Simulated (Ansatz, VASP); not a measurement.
## Two plane-wave programs on H13O6F

```xyz
20
Lattice="5.5527 0.0000 0.0000 0.0000 5.5527 0.0000 0.0000 0.0000 5.5527" Properties=species:S:1:pos:R:3 pbc="T T T"
O     2.7836    4.8193    4.7128
O     4.1062    3.7319    1.3701
O     1.6676    0.5994    2.6711
O     5.2684    1.4384    4.1705
O     0.4650    5.2525    0.5124
O     2.6411    1.7821    5.9258
H     2.8990    5.0596    3.7680
H     3.6112    4.4556    5.0812
H     3.7558    2.8489    1.1113
H     4.6339    3.6427    2.2119
H     1.9974    1.3135    2.0838
H     1.2059    0.0419    1.9835
H     5.9926    1.0422    3.5715
H     5.4459    1.0025    5.0453
H    -0.2028    4.5299    0.6650
H     1.1700    4.8874   -0.0714
H     2.2497    2.3640    5.2535
H     2.7705    0.9196    5.4563
H     5.4459    2.6819    3.9210
F     5.6135    3.6518    3.4924
```

Alike in both runs: functional PBE; dispersion D3(BJ); k mesh 1 × 1 × 1; occupations fermi-dirac, width 0.02 eV; no spin polarisation.

Ansatz relaxed the structure, and its values are those at the end. VASP's run is a single point on that final structure, the one shown.

|  | VASP | Ansatz |
| --- | --- | --- |
| version | VASP 6.6.1 | Ansatz 0.2.0 |
| potentials or method | VASP PAW PBE potentials, release 64 (O, H, F) | scalar-relativistic, plane waves, PAW |
| plane-wave cutoff (eV) | 520 | 420 |
| valence electrons in the cell | 56 | 56 |

Ansatz gave:

```
gap on the k mesh at the Fermi level (eV) : 5.36
rms of the force components (eV/Å)        : 0.082
dispersion energy (meV/atom)              : -39.4
```

**Question.** Which values does VASP return?

**Answer.** gap on the k mesh at the Fermi level (eV): 5.35; rms of the force components (eV/Å): 0.096; dispersion energy (meV/atom): -39.4.

The functional is the same, so the differences come from potentials, cutoffs and numerics.

A hybrid or GW would open this gap; PBE tends to underestimate it.
